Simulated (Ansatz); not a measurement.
One crystal and one scan (scan of one atom of the cell) at two levels, PBE (plane waves to 420 eV, PAW, scalar-relativistic; Ansatz, a program for electronic structure) and r2SCAN (plane waves to 500 eV, PAW, scalar-relativistic; Ansatz), each from its own relaxed cell and on its own mesh.

The crystal is BeO (wurtzite); one O atom of a 4-atom cell moves by s along Cartesian z, with its periodic images.

E stands for the smeared free energy. BeO was relaxed with its symmetry unable to fall. Both scans cover s from -0.330 to 0.330 Å.

```tsv
quantity	run 1	run 2
Lattice constant a (Å)	2.690	2.712
Lattice constant c (Å)	4.370	4.405
Relaxed volume (Å³/atom)	6.85	7.01
Band gap of the relaxed cell, no spin-orbit coupling (eV)	8.55	7.45
Energy at s = 0.330 Å (meV/cell)	1670	1541
Force along the line at s = -0.330 Å (eV/Å)	4.879	4.453
Force constant k = d²E/ds² at s = 0 (finite differences) (eV/Å²)	21.03	19.34
```

Q: Which run is which level?

A: Run 2 is PBE, run 1 is r2SCAN. PBE gives the higher value for: lattice constant a; lattice constant c; relaxed volume. PBE gives the lower value for: band gap of the relaxed cell, no spin-orbit coupling; energy at s = 0.330 Å; force along the line at s = -0.330 Å; force constant k = d²E/ds² at s = 0. Both give the same symmetry of the curve: not even: the positive side lies higher at ±0.330 Å.

(A displaced cell: forces are minus the slopes of the energy, force constants its curvatures, and phonons follow from these.)
